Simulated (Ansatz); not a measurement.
## A strain series on Ge3N4 (P6_3/m): epitaxial in the xy plane

A 14-atom cell of Ge3N4 (P6_3/m) from a materials database, relaxed with r2SCAN in Ansatz 0.2.0, then strained (epitaxial in the xy plane; changes of length per length, axes as in the cell below) with the atoms relaxed again within the symmetry that is left. Space group P6_3/m (No. 176), hexagonal; a = 8.044 Å, c = 3.080 Å in the conventional setting, 12.33 Å³ an atom. Ge has 4 N at 1.83–1.84 Å; N has 3 Ge at 1.83 Å; N has 3 Ge at 1.84 Å. Spin-unpolarised throughout; all numbers are computed.

```xyz
14
Lattice="8.0439 0.0000 0.0000 -4.0220 6.9662 0.0000 0.0000 0.0000 3.0801" Properties=species:S:1:pos:R:3 pbc="T T T"
Ge    5.7206    1.6366    2.3100
Ge    1.4429    5.7725    0.7700
Ge    0.2557    2.8304    0.7700
Ge    3.7663    4.1359    2.3100
Ge    2.5790    1.1937    2.3100
Ge   -1.6986    5.3296    0.7700
N     4.0220    2.3221    2.3100
N     0.0000    4.6442    0.7700
N     1.4744    6.7726    2.3100
N     2.9158    4.6631    0.7700
N     6.6024    2.1095    0.7700
N    -2.5805    4.8568    2.3100
N     2.5476    0.1936    0.7700
N     1.1061    2.3031    2.3100
```

Gaps are the least over each mesh (PBE 6×6×8, r2SCAN 6×6×8, HSE06 3×3×6 when unstrained) and the special points, which keep their unstrained names; stress is the change from the unstrained cell, compression positive.

```csv
strain (%),free normal strain (%),"gap, PBE (eV)","gap, r2SCAN (eV)","gap, HSE06 (eV)","edges, HSE06","in-plane stress, r2SCAN (GPa)","energy rise, r2SCAN (meV/atom)"
-2.0,+1.00,2.509,2.985,4.024,Γ–A (0.27) → Γ,+9.08,13.7
-1.0,+0.48,2.387,2.863,3.901,Γ–A (0.21) → Γ,+4.47,3.4
0.0,0.00,2.193,2.666,3.701,Γ,0.00,0.0
+1.0,-0.42,1.962,2.429,3.458,Γ,-4.32,3.4
+2.0,-0.79,1.709,2.167,3.189,Γ,-8.41,13.3
+3.0,-1.13,1.434,1.881,2.895,Γ,-12.24,29.5
```

Question: Estimate the row for a strain of -3.0 %.

Answer:
```csv
strain (%),free normal strain (%),"gap, PBE (eV)","gap, r2SCAN (eV)","gap, HSE06 (eV)","edges, HSE06","in-plane stress, r2SCAN (GPa)","energy rise, r2SCAN (meV/atom)"
-3.0,+1.59,2.589,3.063,4.100,Γ–A (0.29) → Γ,+13.74,31.0
```

Between zero and the nearest strains the slope of the HSE06 gap against strain is -0.200 eV per percent for negative and -0.244 for positive strain.

Spin-orbit coupling is left out.

Where an edge lies off the special points, it is a point of the mesh or the k point where a search put PBE's edge or least direct gap, reused for the other functionals, whose own edges may lie a little apart.

The meshes of the hybrids are coarse, so their gaps aren't converged to the digits shown.
